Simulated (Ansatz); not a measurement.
MoP:

```xyz
2
Lattice="3.2230 0.0000 0.0000 -1.6115 2.7912 0.0000 0.0000 0.0000 3.1910" Properties=species:S:1:pos:R:3 pbc="T T T"
Mo    0.0000    0.0000    0.0000
P     0.0000    1.8608    1.5955
```

| Quantity | Value |
| --- | --- |
| Program | Ansatz 0.2.0 |
| Task | single point |
| Functional | PBE |
| Potentials or basis | all-electron LAPW, scalar-relativistic |
| Cutoff | 254 eV (chosen from the basis error) |
| Basis error allowed | 0.001 eV/atom |
| k mesh | 10 × 10 × 8 |
| Occupations | fermi-dirac, width 0.05 eV |
| Spin | no spin polarisation |

On this cell: pressure 2.6 GPa; largest force under 0.003 eV/Å; band gap on the k mesh none (metal or under the smearing width).

The same run follows on a disturbed copy (atoms moved at random, drawn with an rms of 0.05 Å):

```
Mo P
1.0
     3.22300    0.00000    0.00000
    -1.61150    2.79120    0.00000
     0.00000    0.00000    3.19100
Mo P
1 1
Direct
  0.99571 0.00610 0.00142
  0.32258 0.67395 0.49012
```

Question: What does the disturbed cell give?

Answer: The energy (extrapolated to zero smearing) moves by +6.4 meV/atom; pressure 2.8 GPa; largest force 0.598 eV/Å; band gap on the k mesh none (metal or under the smearing width).

Forces in eV/Å, atoms in the order of the input:
```
Mo  -0.329  0.052 -0.497
P    0.329 -0.052  0.497
```

Stress tensor (GPa, compression positive):
```
 3.15 -0.94  0.22
-0.94  2.88 -0.04
 0.22 -0.04  2.41
```
